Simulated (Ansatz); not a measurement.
# Al: one candidate structure

Where does Al go from the start given, Ba type (Cmmm, No. 65)?

Method: DFT PBE, scalar-relativistic, plane waves, PAW, in Ansatz 0.2.0.

2 further runs of the same task are left out: 2 set aside as unsound or not needed.

### 1 The structure to begin with

It takes space group Cmmm (No. 65, orthorhombic). Conventional cell: a = 2.414 Å, b = 4.507 Å, c = 3.519 Å, α = 90.00°, β = 90.00°, γ = 90.00°. Al (site symmetry mmm) is surrounded by 6 Al at 2.41 to 2.56 Å.

Structure file:

```cif
data_structure
_symmetry_space_group_name_H-M 'Cmmm'
_symmetry_Int_Tables_number 65
_cell_length_a 2.4138
_cell_length_b 4.5065
_cell_length_c 3.5188
_cell_angle_alpha 90.000
_cell_angle_beta 90.000
_cell_angle_gamma 90.000
_cell_volume 38.28
loop_
_atom_site_label
_atom_site_type_symbol
_atom_site_symmetry_multiplicity
_atom_site_Wyckoff_symbol
_atom_site_fract_x
_atom_site_fract_y
_atom_site_fract_z
_atom_site_occupancy
Al1 Al 2 a 0.00000 0.00000 0.00000 1
```

(A quick probe on a coarse mesh, which set the mesh and smearing, is not shown.)

### 3 A loose first relaxation

File input.yaml:

```yaml
crystal:
  lattice:
    - [1.2068886236, -2.2532703202, 0.0]
    - [1.2068886236, 2.2532703202, 0.0]
    - [0.0, 0.0, 3.5188057056]
  atoms:
    - { symbol: Al, position: [0.0, 0.0, 0.0] }
basis:
  ecutwfc: 420
kpoints:
  mp_grid: { grid: [8, 8, 6] }
hamiltonian:
  xc: pbe
scf:
  occupations: { method: gaussian, width: 0.1 }
  lower_state_search: "off"
output:
  forces: true
  stress: true
  eigenvalues: true
relax:
  adjacent_minimum: "off"
  f_tol: 0.04
  max_steps: 70
  cell: { stress_tol: 0.4 }
```

The session goes on with these runs: full relaxation; stability test: the unmoved cell on a coarse mesh; random kick, then relaxation; probe: one point at the start (the lower structure); full relaxation (the lower structure).

**Question.** What will these runs give? Wanted: for each run, candidate; start; space group at the end; atoms; volume; energy above the lowest.

As calculated:

| candidate | start | space group at the end | atoms | volume (Å³/atom) | energy above the lowest (meV/atom) | gap on the mesh (eV) |
| --- | --- | --- | --- | --- | --- | --- |
| A' | from a rattle test | Fm-3m | 1 | 16.50 | 0.0 | 0.00 |
| A | Ba type (Cmmm, No. 65) | P6/mmm | 1 | 18.77 | 218.5 | 0.00 |

**Reading.** A' (Fm-3m) is lowest, 219 meV/atom under A. Other structures, not tried here, may lie lower. Candidate A ended in another space group than at the start: Cmmm to P6/mmm.
